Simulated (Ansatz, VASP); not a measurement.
Li in VASP and in Ansatz

File INCAR:

```
  PREC = Accurate
  ENCUT = 520
  EDIFF = 1E-6
  ISMEAR = 0
  SIGMA = 0.1
  LREAL = False
  LASPH = True
  NELM = 100
  ALGO = Normal
  ISIF = 2
  LWAVE = False
  LCHARG = False
  GGA = PE
  NBANDS = 14
```

File KPOINTS:

```
Automatic mesh
0
Gamma
  6 6 4
```

The input POSCAR:

```
Li
1.0
    3.8348714600      0.0000000000      0.0000000000
   -1.9174357300      3.3210961000      0.0000000000
    0.0000000000      0.0000000000      6.3897489200
Li
4
Direct
    0.0000000000      0.0000000000      0.8025568000
    0.0000000000      0.0000000000      0.1974432000
    0.3333333300      0.6666666700      0.6146058900
    0.6666666700      0.3333333300      0.3853941100
```

Input for Ansatz:

```yaml
crystal:
  lattice:
    - [3.83487146, 0.0, 0.0]
    - [-1.91743573, 3.3210961, 0.0]
    - [0.0, 0.0, 6.38974892]
  atoms:
    - { symbol: Li, position: [0.0, 0.0, 0.8025568] }
    - { symbol: Li, position: [0.0, 0.0, 0.1974432] }
    - { symbol: Li, position: [0.33333333, 0.66666667, 0.61460589] }
    - { symbol: Li, position: [0.66666667, 0.33333333, 0.38539411] }
basis:
  ecutwfc: 420
kpoints:
  mp_grid: { grid: [6, 6, 4] }
hamiltonian:
  xc: pbe
scf:
  occupations: { method: gaussian, width: 0.1 }
  lower_state_search: "off"
output:
  forces: true
  stress: true
  eigenvalues: true
```

Alike in both runs: task single point; functional PBE; k mesh 6 × 6 × 4; occupations gaussian, width 0.1 eV; no spin polarisation.

|  | VASP | Ansatz |
| --- | --- | --- |
| version | VASP 6.6.1 | Ansatz 0.2.0 |
| potentials or method | VASP PAW PBE potentials, release 64 (Li_sv) | scalar-relativistic, plane waves, PAW |
| plane-wave cutoff (eV) | 520 | 420 |
| valence electrons in the cell | 12 | 12 |

Ansatz gave:

| Property | Result |
| --- | --- |
| gap on the k mesh at the Fermi level (eV) | none |
| rms of the force components (eV/Å) | 0.141 |

**Question.** Estimate VASP's values.

**Answer.** gap on the k mesh at the Fermi level (eV): none; rms of the force components (eV/Å): 0.142.

Atom by atom the forces differ by 0.001 eV/Å (rms over components). A gap of «none» marks a metal or a gap that the smearing closes.
